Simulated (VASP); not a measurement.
# KI in VASP: a series of runs

Runs on KI. Level: LDA. Tasks: single point.

All numbers are computed with VASP 6.6.1; they aren't measurements. Logs are shortened: lines on timing, memory, paths and dates and some standing lists are left out, and cuts for length are marked.

**Measured values to compare with.**

A printed reference work, monograph reports, for a bulk crystal of KI: band gap 6.32 eV.

The runs below are set against these values where they give the same quantity.

## 1. The cell of the first run

The structure is cubic, space group Fm-3m (No. 225). Conventional cell: a = 6.857 Å, b = 6.857 Å, c = 6.857 Å, α = 90.00°, β = 90.00°, γ = 90.00°. K (site symmetry m-3m) has 6 I at 3.43 Å within 4.5 Å. Within 4.5 Å of I (site symmetry m-3m) lie 6 K at 3.43 Å.

## 2. Single point, LDA

The input, INCAR:

```
SYSTEM = KI
PREC = Accurate
ENCUT = 520
EDIFF = 1E-7
ISMEAR = 0
SIGMA = 0.01
LREAL = .FALSE.
LASPH = .TRUE.
NELM = 100
ALGO = Normal
ISIF = 2
LWAVE = .FALSE.
LCHARG = .TRUE.
GGA = CA
LELF = .TRUE.
LVHAR = .TRUE.
NBANDS = 15
```

The input, KPOINTS:

```
regular mesh
0
G
  6 6 6
  0 0 0
```

The input, POSCAR:

```
KI
1.0
    0.0000000000      3.4285335435      3.4285335435
    3.4285335435      0.0000000000      3.4285335435
    3.4285335435      3.4285335435      0.0000000000
K I
1 1
Direct
    0.0000000000      0.0000000000      0.0000000000
    0.5000000000      0.5000000000      0.5000000000
```

Potentials or basis: VASP PAW LDA potentials, release 64 (K_sv, I).

The run is started by

```sh
> cat potpaw_LDA.64/K_sv/POTCAR potpaw_LDA.64/I/POTCAR > POTCAR
> mpirun -np 1 vasp_std > vasp.out
```

OUTCAR:

```text
SYSTEM = KI
   PREC = Accurate
   ENCUT = 520
   EDIFF = 1E-7
   ISMEAR = 0
   LREAL = .FALSE.
   LASPH = .TRUE.
   NELM = 100
   ISIF = 2
   GGA = CA

 ion  position               nearest neighbor table
   1  0.000  0.000  0.000-   2 3.43   2 3.43   2 3.43   2 3.43   2 3.43   2 3.43
   2  0.500  0.500  0.500-   1 3.43   1 3.43   1 3.43   1 3.43   1 3.43   1 3.43

  LATTYP: Found a face centered cubic cell.
 ALAT       =     6.8570670870

  Lattice vectors:

 A1 = (   0.0000000000,   3.4285335435,   3.4285335435)
 A2 = (   3.4285335435,   0.0000000000,   3.4285335435)
 A3 = (   3.4285335435,   3.4285335435,   0.0000000000)

Analysis of symmetry for initial positions (statically):
=====================================================================
 Subroutine PRICEL returns:
 Original cell was already a primitive cell.

 Routine SETGRP: Setting up the symmetry group for a
 face centered cubic supercell.

 Subroutine GETGRP returns: Found 48 space group operations
 (whereof 48 operations were pure point group operations)
 out of a pool of 48 trial point group operations.

The static configuration has the point symmetry O_h .

Analysis of symmetry for dynamics (positions and initial velocities):
=====================================================================
 Subroutine PRICEL returns:
 Original cell was already a primitive cell.

 Routine SETGRP: Setting up the symmetry group for a
 face centered cubic supercell.

 Subroutine GETGRP returns: Found 48 space group operations
 (whereof 48 operations were pure point group operations)
 out of a pool of 48 trial point group operations.

The dynamic configuration has the point symmetry O_h .

 Subroutine INISYM returns: Found 48 space group operations
 (whereof 48 operations are pure point group operations),
 and found     1 'primitive' translations

----------------------------------------------------------------------------------------

                                     Primitive cell

  volume of cell :      80.6037

  direct lattice vectors                    reciprocal lattice vectors
     0.000000000  3.428533543  3.428533543    -0.145834945  0.145834945  0.145834945
     3.428533543  0.000000000  3.428533543     0.145834945 -0.145834945  0.145834945
     3.428533543  3.428533543  0.000000000     0.145834945  0.145834945 -0.145834945

  length of vectors
     4.848678636  4.848678636  4.848678636     0.252593534  0.252593534  0.252593534

  position of ions in fractional coordinates (direct lattice)
     0.000000000  0.000000000  0.000000000
     0.500000000  0.500000000  0.500000000

  ion indices of the primitive-cell ions
   primitive index   ion index
                 1           1
                 2           2

----------------------------------------------------------------------------------------

 KPOINTS: regular mesh

Automatic generation of k-mesh.
 Grid dimensions read from file:
 generate k-points for:    6    6    6

 Generating k-lattice:

  Cartesian coordinates                     Fractional coordinates (reciprocal lattice)
    -0.024305824  0.024305824  0.024305824     0.166666667  0.000000000  0.000000000
     0.024305824 -0.024305824  0.024305824     0.000000000  0.166666667  0.000000000
     0.024305824  0.024305824 -0.024305824     0.000000000  0.000000000  0.166666667

  Length of vectors
     0.042098922  0.042098922  0.042098922

  Shift w.r.t. Gamma in fractional coordinates (k-lattice)
     0.000000000  0.000000000  0.000000000

 Subroutine IBZKPT returns following result:
 ===========================================

 Found     16 irreducible k-points:

 Following reciprocal coordinates:
            Coordinates               Weight
  0.000000  0.000000  0.000000      1.000000
  0.166667  0.000000  0.000000      8.000000
  0.333333  0.000000  0.000000      8.000000
  0.500000  0.000000  0.000000      4.000000
  0.166667  0.166667  0.000000      6.000000
  0.333333  0.166667  0.000000     24.000000
[... 8 lines left out ...]
 -0.333333  0.333333  0.166667     24.000000
 -0.333333  0.500000  0.166667     12.000000
   k-points           NKPTS =     16   k-points in BZ     NKDIM =     16   number of bands    NBANDS=     15
   number of dos      NEDOS =    301   number of ions     NIONS =      2
   total plane-waves  NPLWV =  46656
   dimension x,y,z NGX =    36 NGY =   36 NGZ =   36
   dimension x,y,z NGXF=    72 NGYF=   72 NGZF=   72
   ions per type =               1   1
   NGX,Y,Z   is equivalent  to a cutoff of  12.34, 12.34, 12.34 a.u.
   NGXF,Y,Z  is equivalent  to a cutoff of  24.69, 24.69, 24.69 a.u.
 SYSTEM =  KI
   PREC   = accura    normal or accurate (medium, high low for compatibility)
   ISTART =      0    job   : 0-new  1-cont  2-samecut
   ICHARG =      2    charge: 1-file 2-atom 10-const
   ISPIN  =      1    spin polarized calculation?
   LNONCOLLINEAR =      F non collinear calculations
   LSORBIT =      F    spin-orbit coupling
   LASPH  =      T    aspherical Exc in radial PAW
   ENCUT  =  520.0 eV  38.22 Ry    6.18 a.u.   9.02  9.02  9.02*2*pi/ulx,y,z
   NELM   =    100;   NELMIN=  2; NELMDL= -5     # of ELM steps
   EDIFF  = 0.1E-06   stopping-criterion for ELM
   LREAL  =      F    real-space projection
   EDIFFG = 0.1E-05   stopping-criterion for IOM
   NSW    =      0    number of steps for IOM
   IBRION =     -1    ionic relax: 0-MD 1-quasi-New 2-CG
   NFREE  =      0    steps in history (QN), initial steepest desc. (CG)
   ISIF   =      2    stress and relaxation
   ISYM   =      2    0-nonsym 1-usesym 2-fastsym
   POTIM  = 0.5000    time-step for ionic-motion
   TEBEG  =    0.0;   TEEND  =   0.0 temperature during run
   PSTRESS=    0.0 pullay stress
   NELECT =      16.0000    total number of electrons
   NUPDOWN=      -1.0000    fix difference up-down
   EMIN   =  10.00;   EMAX   =-10.00  energy-range for DOS
   EFERMI =   0.00;   METHOD = LEGACY
   ISMEAR =     0;   SIGMA  =   0.01  broadening in eV -4-tet -1-fermi 0-gaus
   EFERMI_NEDOS =   21; number of points for ismear=-14 and -15
   IALGO  =     38    algorithm
   IMIX   =      4    mixing-type and parameters
     AMIX     =   0.40;   BMIX     =  1.00
     AMIX_MAG =   1.60;   BMIX_MAG =  1.00
  volume/ion in A,a.u.               =      40.30       271.97
  Fermi-wavevector in a.u.,A,eV,Ry     =   0.954985  1.804659 12.408456  0.911996
  Thomas-Fermi vector in A             =   2.083781
   LORBIT       =      0    0 simple, 1 ext, 2 COOP (PROOUT), +10 PAW based schemes
   GGA     = CA    functional components
   LHFCALC =     F    Hartree Fock is set to
   AEXX    =    0.0000 exact exchange contribution
   IVDW    =     0    specifies the selected vdW correction
   LEPSILON=     F    determine dielectric tensor
   LRPA    =     F    only Hartree local field effects (RPA)
 non-spin polarized calculation
 Gauss-broadening in eV      SIGMA  =   0.01
  energy-cutoff  :      520.00
  volume of cell :       80.60
 maximum number of plane-waves:      2200
   NGX = 17   NGY = 17   NGZ = 17

 number of electron      16.0000002 magnetization

 Free energy of the ion-electron system (eV)
  ---------------------------------------------------
  ext. energy  EPLUGINS =         0.00000000
  ---------------------------------------------------
  free energy    TOTEN  =        -6.16556916 eV

  energy without entropy =       -6.16556916  energy(sigma->0) =       -6.16556916

 E-fermi :  -0.0230     XC(G=0):  -7.9786

 val. band max:       -0.1220446675   @ k =   0.0000   0.0000   0.0000
 cond. band min:       3.7110811330   @ k =   0.0000   0.0000   0.0000
 fundamental gap:      3.8331258005
 Fermi energy:        -0.0230394658

 k-point     1 :       0.0000    0.0000    0.0000
  band No.  band energies     occupation
      1     -28.1244      2.00000
      2     -11.8636      2.00000
      3     -11.8636      2.00000
      4     -11.8636      2.00000
      5     -10.8407      2.00000
      6      -0.1220      2.00000
      7      -0.1220      2.00000
      8      -0.1220      2.00000
      9       3.7111      0.00000
     10       6.1066      0.00000
     11       6.1066      0.00000
     12       6.1066      0.00000
     13       6.9297      0.00000
     14       6.9297      0.00000
     15       9.4443      0.00000

 k-point     2 :       0.1667    0.0000    0.0000
  band No.  band energies     occupation
      1     -28.1234      2.00000
      2     -11.9520      2.00000
      3     -11.8644      2.00000
      4     -11.8644      2.00000
      5     -10.7099      2.00000
      6      -0.6472      2.00000
      7      -0.2423      2.00000
      8      -0.2423      2.00000
      9       4.4060      0.00000
     10       6.0512      0.00000
     11       6.4267      0.00000
     12       6.4267      0.00000
     13       7.3034      0.00000
     14       7.3034      0.00000
     15      10.4233      0.00000

 k-point     3 :       0.3333    0.0000    0.0000
  band No.  band energies     occupation
      1     -28.1215      2.00000
      2     -12.0889      2.00000
      3     -11.8660      2.00000
      4     -11.8660      2.00000
      5     -10.4844      2.00000
      6      -1.4183      2.00000
      7      -0.4608      2.00000
      8      -0.4608      2.00000
      9       5.0768      0.00000
     10       6.8846      0.00000
     11       7.2193      0.00000
     12       7.2193      0.00000
     13       8.2465      0.00000
     14       8.2465      0.00000
     15       9.6772      0.00000
[... 199 lines left out ...]
 k-point    15 :      -0.3333    0.3333    0.1667
  band No.  band energies     occupation
      1     -28.1196      2.00000
      2     -12.0289      2.00000
      3     -11.9034      2.00000
      4     -11.8880      2.00000
      5     -10.4953      2.00000
      6      -1.2995      2.00000
      7      -0.8988      2.00000
      8      -0.6764      2.00000
      9       5.9684      0.00000
     10       6.2870      0.00000
     11       6.9436      0.00000
     12       8.1336      0.00000
     13       8.7220      0.00000
     14       9.0493      0.00000
     15       9.9028      0.00000

 k-point    16 :      -0.3333    0.5000    0.1667
  band No.  band energies     occupation
      1     -28.1193      2.00000
      2     -11.9493      2.00000
      3     -11.9266      2.00000
      4     -11.9043      2.00000
      5     -10.5643      2.00000
      6      -1.1626      2.00000
      7      -0.7989      2.00000
      8      -0.7962      2.00000
      9       5.2370      0.00000
     10       6.2491      0.00000
     11       7.1992      0.00000
     12       8.2725      0.00000
     13       8.4354      0.00000
     14       9.5227      0.00000
     15      10.0704      0.00000

------------------------ aborting loop because EDIFF is reached ----------------------------------------

  FORCE on cell =-STRESS in cart. coord.  units (eV):
  Direction    XX          YY          ZZ          XY          YZ          ZX
  --------------------------------------------------------------------------------------
  -------------------------------------------------------------------------------------
  Total       -0.1071466     -0.1071466     -0.1071466      0.0000000     -0.0000000      0.0000000
  in kB       -2.1297755     -2.1297755     -2.1297755      0.0000000     -0.0000000      0.0000000
  external PRESSURE =      -2.1297755 kB  Pullay stress =       0.0000000 kB

 VOLUME and BASIS-vectors are now :
 -----------------------------------------------------------------------------
  energy-cutoff  :      520.00
  volume of cell :       80.60
      direct lattice vectors                 reciprocal lattice vectors
     0.000000000  3.428533543  3.428533543    -0.145834945  0.145834945  0.145834945
     3.428533543  0.000000000  3.428533543     0.145834945 -0.145834945  0.145834945
     3.428533543  3.428533543  0.000000000     0.145834945  0.145834945 -0.145834945

 POSITION                                       TOTAL-FORCE (eV/Angst)
 -----------------------------------------------------------------------------------
      0.00000      0.00000      0.00000         0.000000      0.000000      0.000000
      3.42853      3.42853      3.42853        -0.000000     -0.000000     -0.000000
 -----------------------------------------------------------------------------------
    total drift:                                0.000000      0.000000      0.000000

  FREE ENERGIE OF THE ION-ELECTRON SYSTEM (eV)
  ---------------------------------------------------
  free  energy   TOTEN  =        -6.1655691613 eV

  energy  without entropy=       -6.1655691613  energy(sigma->0) =       -6.16556916
```

Run time: 28 s. Hardware: 1 thread of Intel Xeon Platinum 8488C (Sapphire Rapids), shared host; peak memory 0.18 GiB.

Results:

* Free energy: -6.1656 eV
* Pressure: -0.2 GPa
* Band gap on the k mesh: 3.83 eV, direct

Caveat: spin-orbit coupling is left out, which moves the levels of the heavy elements.

## 3. Single point, LDA (z stretched by -0.5 %, x and y held)

The input, INCAR:

```
SYSTEM = KI
PREC = Accurate ; ENCUT = 520
EDIFF = 1E-6 ; ISMEAR = 0
SIGMA = 0.01 ; LREAL = .FALSE.
LASPH = .TRUE. ; NELM = 80
ALGO = Normal ; ISIF = 2
LWAVE = .FALSE. ; LCHARG = .FALSE.
NBANDS = 15
```

KPOINTS is that of step 2.

The input, POSCAR:

```
KI
1.0
    0.0000000000      3.4114761627      3.3944187819
    3.4114761627      0.0000000000      3.3944187819
    3.4114761627      3.4114761627      0.0000000000
K I
1 1
Direct
    0.0000000000      0.0000000000      0.0000000000
    0.5000000000      0.5000000000      0.5000000000
```

Potentials or basis: VASP PAW LDA potentials, release 64 (K_sv, I).

The run is started by

```sh
> cat potpaw_LDA.64/K_sv/POTCAR potpaw_LDA.64/I/POTCAR > POTCAR
> mpirun -np 1 vasp_std > vasp.out
```

Run time: 37 s. Hardware: 1 thread of Intel Xeon Platinum 8488C (Sapphire Rapids), shared host; peak memory 0.19 GiB.

Results (log left out):

```
Free energy            : -6.1658 eV
Pressure               : 0.1 GPa
Band gap on the k mesh : 3.88 eV, direct
```

Stress tensor (GPa, compression positive):
```
0.03 0.00 0.00
0.00 0.03 0.00
0.00 0.00 0.22
```

Levels at points of the mesh, in eV from the valence-band top:
| k point | band 4 | band 5 | band 6 | band 7 | band 8 | band 9 | band 10 | band 11 | band 12 | band 13 |
| --- | --- | --- | --- | --- | --- | --- | --- | --- | --- | --- |
| (0.00, 0.00, 0.00) | -11.72 | -10.76 | 0.00 | 0.00 | 0.00 | 3.88 | 6.20 | 6.20 | 6.23 | 7.04 |
| (0.50, 0.00, 0.00) | -11.72 | -10.26 | -1.67 | -0.46 | -0.46 | 5.36 | 7.73 | 8.17 | 8.21 | 8.63 |
| (0.50, 0.50, 0.00) | -11.75 | -10.56 | -1.21 | -0.45 | -0.45 | 4.47 | 5.74 | 8.05 | 8.87 | 9.07 |
| (0.50, 0.00, 0.50) | -11.75 | -10.56 | -1.22 | -0.45 | -0.44 | 4.48 | 5.74 | 8.04 | 8.86 | 9.06 |

Caveat: the cell differs from its parent crystal (z stretched by -0.5 %, x and y held); spin-orbit coupling is left out, which moves the levels of the heavy elements.

## 4. Single point, LDA (z stretched by +0.5 %, x and y held)

The input, INCAR:

```
  PREC = Accurate
  ENCUT = 520
  EDIFF = 1E-7
  ISMEAR = 0
  SIGMA = 0.01
  LREAL = F
  LASPH = T
  NELM = 60
  ALGO = Normal
  ISIF = 2
  LWAVE = F
  LCHARG = F
  GGA = CA
  NBANDS = 15
```

The input, KPOINTS:

```
regular mesh
0
Gamma
  6 6 6
```

The input, POSCAR:

```
KI
1.0
    0.0000000000      3.4114761627      3.4285335435
    3.4114761627      0.0000000000      3.4285335435
    3.4114761627      3.4114761627      0.0000000000
K I
1 1
Direct
    0.0000000000      0.0000000000      0.0000000000
    0.5000000000      0.5000000000      0.5000000000
```

Potentials or basis: VASP PAW LDA potentials, release 64 (K_sv, I).

The run is started by

```sh
> cat potpaw_LDA.64/K_sv/POTCAR potpaw_LDA.64/I/POTCAR > POTCAR
> mpirun -np 1 vasp_std > vasp.out
```

OUTCAR:

```text
PREC = Accurate
   ENCUT = 520
   EDIFF = 1E-7
   ISMEAR = 0
   LREAL = F
   LASPH = T
   NELM = 60
   ISIF = 2
   GGA = CA

 ion  position               nearest neighbor table
   1  0.000  0.000  0.000-   2 3.41   2 3.41   2 3.41   2 3.41   2 3.43   2 3.43
   2  0.500  0.500  0.500-   1 3.41   1 3.41   1 3.41   1 3.41   1 3.43   1 3.43

  LATTYP: Found a body centered tetragonal cell.
 ALAT       =     4.8245558570
 C/A-ratio  =     1.4212846302

  Lattice vectors:

 A1 = (  -3.4114761627,   0.0000000000,   3.4285335435)
[... 609 lines left out ...]
     10       6.1837      0.00000
     11       7.7083      0.00000
     12       8.1000      0.00000
     13       8.9256      0.00000
     14       9.2332      0.00000
     15       9.9127      0.00000

 [... further k-points ...]
[... 5 lines left out ...]
  --------------------------------------------------------------------------------------
  -------------------------------------------------------------------------------------
  Total        0.0001731      0.0001731     -0.0878165      0.0000000      0.0000000      0.0000000
  in kB        0.0034753      0.0034753     -1.7630465      0.0000000      0.0000000      0.0000000
  external PRESSURE =      -0.5853653 kB  Pullay stress =       0.0000000 kB

 VOLUME and BASIS-vectors are now :
 -----------------------------------------------------------------------------
  energy-cutoff  :      520.00
  volume of cell :       79.80
      direct lattice vectors                 reciprocal lattice vectors
     0.000000000  3.411476163  3.428533543    -0.146564120  0.146564120  0.145834945
     3.411476163  0.000000000  3.428533543     0.146564120 -0.146564120  0.145834945
     3.411476163  3.411476163  0.000000000     0.146564120  0.146564120 -0.145834945

 POSITION                                       TOTAL-FORCE (eV/Angst)
 -----------------------------------------------------------------------------------
      0.00000      0.00000      0.00000         0.000000     -0.000000      0.000000
      3.41148      3.41148      3.42853        -0.000000      0.000000      0.000000
 -----------------------------------------------------------------------------------
    total drift:                                0.000000      0.000000      0.000000

  FREE ENERGIE OF THE ION-ELECTRON SYSTEM (eV)
  ---------------------------------------------------
  free  energy   TOTEN  =        -6.1660089203 eV

  energy  without entropy=       -6.1660089203  energy(sigma->0) =       -6.16600892
```

OSZICAR:

```text
N       E                     dE             d eps       ncg     rms          rms(c)
DAV:   1     0.942724397993E+02    0.94272E+02   -0.65128E+03   900   0.916E+02
DAV:   2    -0.544417539673E+00   -0.94817E+02   -0.87940E+02  1145   0.233E+02
DAV:   3    -0.602445249347E+01   -0.54800E+01   -0.54559E+01  1261   0.457E+01
DAV:   4    -0.625111522409E+01   -0.22666E+00   -0.22658E+00  1403   0.888E+00
DAV:   5    -0.625364687746E+01   -0.25317E-02   -0.25316E-02  1274   0.931E-01    0.400E+00
DAV:   6    -0.617915612200E+01    0.74491E-01   -0.69147E-02  1089   0.180E+00    0.275E+00
DAV:   7    -0.616612420354E+01    0.13032E-01   -0.76380E-02  1173   0.163E+00    0.806E-01
DAV:   8    -0.616602231373E+01    0.10189E-03   -0.12294E-02  1026   0.823E-01    0.220E-01
DAV:   9    -0.616599532100E+01    0.26993E-04   -0.38101E-04  1340   0.120E-01    0.126E-01
DAV:  10    -0.616601569428E+01   -0.20373E-04   -0.20244E-04  1096   0.697E-02    0.740E-02
DAV:  11    -0.616600861498E+01    0.70793E-05   -0.53607E-05  1110   0.463E-02    0.122E-02
DAV:  12    -0.616600886541E+01   -0.25043E-06   -0.22695E-06  1250   0.113E-02    0.695E-03
DAV:  13    -0.616600892035E+01   -0.54939E-07   -0.18996E-07  1110   0.299E-03
   1 F= -.61660089E+01 E0= -.61660089E+01  d E =-.252815E-66
```

stdout:

```text
POSCAR found type information on POSCAR K I
 POSCAR found :  2 types and       2 ions
 scaLAPACK will be used
 LDA part: xc-table for (Slater(with rela. corr.)+CA(PZ))
 , standard interpolation
 POSCAR, INCAR and KPOINTS ok, starting setup
 FFT: planning ... GRIDC
 FFT: planning ... GRID_SOFT
 FFT: planning ... GRID
 WAVECAR not read
 entering main loop
```

It took 39 s on 1 thread of Intel Xeon Platinum 8488C (Sapphire Rapids), shared host; peak memory 0.18 GiB.

What came out:

| Quantity | Value |
| --- | --- |
| Free energy | -6.1660 eV |
| Pressure | -0.1 GPa |
| Band gap on the k mesh | 3.86 eV, direct |

Stress tensor (GPa, compression positive):
```
 0.00  0.00  0.00
 0.00  0.00  0.00
 0.00  0.00 -0.18
```

Caveat: the cell differs from its parent crystal (z stretched by +0.5 %, x and y held); spin-orbit coupling is left out, which moves the levels of the heavy elements.

(Part 1 of 2 ends here.)
